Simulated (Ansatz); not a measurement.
## C: what symmetry allows forces and stress to be

```
CELL_PARAMETERS angstrom
2.38594 0.00000 0.00000
-1.19297 2.06629 0.00000
0.00000 0.00000 6.66079
ATOMIC_POSITIONS crystal
C 0.00000 0.00000 0.97791
C 0.00000 0.00000 0.47791
C 0.33333 0.66667 0.02709
C 0.66667 0.33333 0.52709
```

The calculation used DFT PBE, scalar-relativistic, plane waves, PAW in Ansatz 0.2.0.

Settings: cutoff 420 eV, Γ-centred mesh 21×21×6 on the computed 4-atom cell, Gaussian smearing of 0.10 eV; no spin polarisation.

This distorted cell has space group P6_3mc, with 12 operations.

Question: Without a calculation: in which directions can each atom feel a force?

Answer: A force must be left unchanged by every operation that keeps its atom in place, so it lies in the space that those operations leave fixed. Atoms that the group maps onto each other feel forces of one size.
```json
{"atom": "C1", "site symmetry": "3m.", "operations at the site": "6", "equivalent to atom": "1", "allowed force (Cartesian)": "along (0.00, 0.00, 1.00)"}
{"atom": "C2", "site symmetry": "3m.", "operations at the site": "6", "equivalent to atom": "1", "allowed force (Cartesian)": "along (0.00, 0.00, 1.00)"}
{"atom": "C3", "site symmetry": "3m.", "operations at the site": "6", "equivalent to atom": "3", "allowed force (Cartesian)": "along (0.00, 0.00, 1.00)"}
{"atom": "C4", "site symmetry": "3m.", "operations at the site": "6", "equivalent to atom": "3", "allowed force (Cartesian)": "along (0.00, 0.00, 1.00)"}
```

That leaves 2 independent force components of 12, tied by 1 condition that the forces sum to zero, so 1 remains. A relaxation in this cell that keeps the symmetry moves the atoms in these directions alone.

Question: And the stress tensor?

Answer: It must be invariant under the point group, which leaves 2 independent components: yz, xz, xy vanish; xx = yy.

Question: Do the computed values obey this?

Answer: Yes. Forces (eV/Å):
```
C1   0.000  0.000  5.520
C2   0.000  0.000  5.520
C3   0.000  0.000 -5.520
C4   0.000  0.000 -5.520
```

Stress (GPa, compression positive, xx yy zz yz xz xy): 42.25 42.25 -14.10 0.00 0.00 0.00. The program imposes the same operations on density, forces and stress, so this confirms the analysis and is no independent test of the calculation.

The cell holds layers, and where no dispersion correction was added their binding is poorly described.